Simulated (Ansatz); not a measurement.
Here is an Ansatz 0.2.0 calculation.

Contents of input.yaml:

```yaml
crystal:
  lattice:
    - [0.0, 1.9465, 1.9465]
    - [1.9465, 0.0, 1.9465]
    - [1.9465, 1.9465, 0.0]
  atoms:
    - { symbol: Pd, position: [0.0, 0.0, 0.0] }
hamiltonian:
  xc: lda
  pseudopotentials: { kind: paw, xc_functional: lda, accuracy: standard }
kpoints:
  mp_grid: { grid: [12, 12, 12] }
  band_path:
    path:
      - [[0.0, 0.0, 0.0], [0.5, 0.0, 0.5], [0.5, 0.25, 0.75], [0.375, 0.375, 0.75], [0.0, 0.0, 0.0], [0.5, 0.5, 0.5], [0.625, 0.25, 0.625], [0.5, 0.25, 0.75], [0.5, 0.5, 0.5], [0.375, 0.375, 0.75]]
      - [[0.625, 0.25, 0.625], [0.5, 0.0, 0.5]]
    npoints: 14
scf:
  occupations: { method: fermi_dirac, width: 0.05 }
  n_extra_bands: 6
output:
  forces: true
  stress: true
  eigenvalues: true
  fatbands: false
```

Potentials or basis: JTH PAW LDA.

Command:

```bash
$ ansatz run input.yaml --threads 2 --pin off --max-ram 5120MiB --backend cpu --events-out ev --progress --plain --runs-dir out
```

Q: Estimate the band gap on the k mesh.

A: None (metal or under the smearing width).

Q: Estimate the pressure.

A: -7.5 GPa.

Levels at the corners of the path, in eV from the Fermi level:
```csv
point,band 5,band 6,band 7,band 8,band 9,band 10,band 11,band 12,band 13,band 14
Γ,-7.27,-2.85,-2.85,-2.85,-1.21,-1.21,17.11,21.85,21.85,21.85
X,-5.42,-5.14,-0.02,0.31,0.31,3.34,10.61,13.10,13.10,21.22
W,-4.33,-3.39,-3.39,-1.31,0.31,8.87,8.87,10.14,11.61,25.62
K,-4.76,-4.16,-1.97,-0.93,-0.15,7.10,8.00,10.71,15.81,20.29
Γ,-7.27,-2.85,-2.85,-2.85,-1.21,-1.21,17.11,21.85,21.85,21.85
L,-5.35,-2.89,-2.89,0.00,0.00,1.03,7.19,16.49,20.93,20.93
U,-4.76,-4.16,-1.97,-0.93,-0.15,7.10,8.00,10.71,15.81,20.29
W,-4.33,-3.39,-3.39,-1.31,0.31,8.87,8.87,10.14,11.61,25.62
L,-5.35,-2.89,-2.89,0.00,0.00,1.03,7.19,16.49,20.93,20.93
K,-4.76,-4.16,-1.97,-0.93,-0.15,7.10,8.00,10.71,15.81,20.29
U,-4.76,-4.16,-1.97,-0.93,-0.15,7.10,8.00,10.71,15.81,20.29
X,-5.42,-5.14,-0.02,0.31,0.31,3.34,10.61,13.10,13.10,21.22
```
